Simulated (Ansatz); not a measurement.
Space group Fddd:1 (No. 70). a = 4.707 Å, b = 7.979 Å, c = 8.783 Å, α = 90.00°, β = 90.00°, γ = 90.00°
```tsv
atom	site	symmetry	x	y	z
Al	16f	.2.	0.7500	0.5790	0.2500
Ru	8b	222	0.7500	0.2500	0.2500
```

Equation of state of this Al2Ru structure (not necessarily the ground state), with shape and atoms relaxed at each volume where symmetry leaves them free. Computed with DFT r2SCAN, scalar-relativistic, plane waves, PAW (Ansatz 0.2.0).

Plane waves to 500 eV, a k mesh through Γ of 10×10×10 on the computed 6-atom cell and Gaussian smearing (0.01 eV); no spin polarisation.

```csv
V (Å³/atom),E − E(largest V) (meV/atom),P (GPa),gap on mesh (eV)
12.919,5.98,12.93,0.20
13.331,-18.07,5.95,0.18
13.743,-25.51,-0.01,0.18
14.156,-18.78,-5.08,0.16
14.568,0.00,-9.40,0.15
```

Task: Fit a third-order Birch–Murnaghan equation to E(V).

Result: V0 = 13.74 Å³/atom, B0 = 183 GPa, B0' = 4.3.